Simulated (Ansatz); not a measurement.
HfO2:

```
Hf O
1.0
     5.11800    0.00000    0.00000
     0.00000    5.18570    0.00000
    -0.85866    0.00000    5.21387
Hf O
4 8
Direct
  0.27550 0.46030 0.70800
  0.72450 0.96030 0.79200
  0.72450 0.53970 0.29200
  0.27550 0.03970 0.20800
  0.07420 0.16840 0.84670
  0.92580 0.66840 0.65330
  0.92580 0.83160 0.15330
  0.07420 0.33160 0.34670
  0.44870 0.74190 0.98010
  0.55130 0.24190 0.51990
  0.55130 0.25810 0.01990
  0.44870 0.75810 0.48010
```

Base run:

| Item | Value |
| --- | --- |
| Program | Ansatz 0.2.0 |
| Functional | BLYP |
| Potentials or basis | Ansatz PAW |
| Cutoff | 420 eV (not typed: the program's choice for these potentials) |
| k mesh | 5 × 5 × 5 |
| Occupations | fermi-dirac, width 0.05 eV |
| Spin | no spin polarisation |

Its results: band gap on the k mesh 4.24 eV, indirect (least direct gap 4.30 eV); pressure 12.0 GPa; largest force 0.521 eV/Å.

**Question.** The run is repeated on the same cell with these changes: functional from BLYP to PBEsol. What comes out?

**Answer.** Band gap on the k mesh 4.10 eV, indirect (least direct gap 4.16 eV); pressure -1.6 GPa; largest force 0.447 eV/Å.

PBEsol binds more tightly than BLYP, so the same cell stands under less pressure.

Caveats: the k mesh misses the band edges, so the gap on the mesh is wider than the one along the path; spin-orbit coupling is left out, which moves the levels of the heavy elements; the PAW data sets come from PBE, with cores solved anew for the run's functional, which leaves a small shift of forces and pressure.
